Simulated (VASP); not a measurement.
Wanted: the native input for a VASP 6.6.1 run.

* Task: band structure
* Functional: PBE
* Potentials or basis: VASP PAW PBE potentials, release 64 (Sn_d, O)
* Cutoff: 520 eV
* k mesh: 5 × 5 × 6
* Occupations: fermi-dirac, width 0.05 eV
* Spin: spin-orbit coupling, no magnetisation
* Further INCAR settings: ALGO = Fast; EDIFF = 1e-06; NBANDS = 68

The structure of SnO2 (Cassiterite) lies in POSCAR:

```
SnO2
1.0
    4.7380000000      0.0000000000      0.0000000000
    0.0000000000      4.7380000000      0.0000000000
    0.0000000000      0.0000000000      3.1865000000
Sn O
2 4
Direct
    0.5000000000      0.5000000000      0.5000000000
    0.0000000000      0.0000000000      0.0000000000
    0.8071000000      0.1929000000      0.5000000000
    0.6929000000      0.6929000000      0.0000000000
    0.1929000000      0.8071000000      0.5000000000
    0.3071000000      0.3071000000      0.0000000000
```

The input as run:

INCAR

```
SYSTEM = SnO2
ALGO = Fast
EDIFF = 1E-6
ENCUT = 520
GGA = PE
GGA_COMPAT = .False.
ISIF = 2
ISMEAR = -1
LASPH = .True.
LCHARG = .False.
LNONCOLLINEAR = .True.
LORBIT = 11
LREAL = .False.
LSORBIT = .True.
LWAVE = .False.
MAGMOM = 0 0 0 0 0 0 0 0 0 0 0 0 0 0 0 0 0 0
NBANDS = 68
NELM = 80
PREC = Accurate
SIGMA = 0.05
```

KPOINTS

```
k-points
0
Gamma
  5 5 6
  0 0 0
```

KPOINTS_OPT

```
path GXMGZRAZ,XR,MA
10
line-mode
reciprocal
 0.0000000000  0.0000000000  0.0000000000  G
 0.0000000000  0.5000000000  0.0000000000  X

 0.0000000000  0.5000000000  0.0000000000  X
 0.5000000000  0.5000000000  0.0000000000  M

 0.5000000000  0.5000000000  0.0000000000  M
 0.0000000000  0.0000000000  0.0000000000  G

 0.0000000000  0.0000000000  0.0000000000  G
 0.0000000000  0.0000000000  0.5000000000  Z

 0.0000000000  0.0000000000  0.5000000000  Z
 0.0000000000  0.5000000000  0.5000000000  R

 0.0000000000  0.5000000000  0.5000000000  R
 0.5000000000  0.5000000000  0.5000000000  A

 0.5000000000  0.5000000000  0.5000000000  A
 0.0000000000  0.0000000000  0.5000000000  Z

 0.0000000000  0.5000000000  0.0000000000  X
 0.0000000000  0.5000000000  0.5000000000  R

 0.5000000000  0.5000000000  0.0000000000  M
 0.5000000000  0.5000000000  0.5000000000  A
```

Potentials or basis: VASP PAW PBE potentials, release 64 (Sn_d, O).

The run is started by

```console
$ cat potpaw_PBE.64/Sn_d/POTCAR potpaw_PBE.64/O/POTCAR > POTCAR
$ mpirun -np 1 vasp_ncl > vasp.out
```

It gave:

```
Pressure                                              : 11.8 GPa
Largest force                                         : 0.293 eV/Å
Valence electrons inside the program's atomic spheres : Sn 12.37; O 5.08
```

It took 9.7 min on 1 thread of AMD EPYC 7R13 Processor (Zen 3) (shared host), peak memory 0.45 GiB.
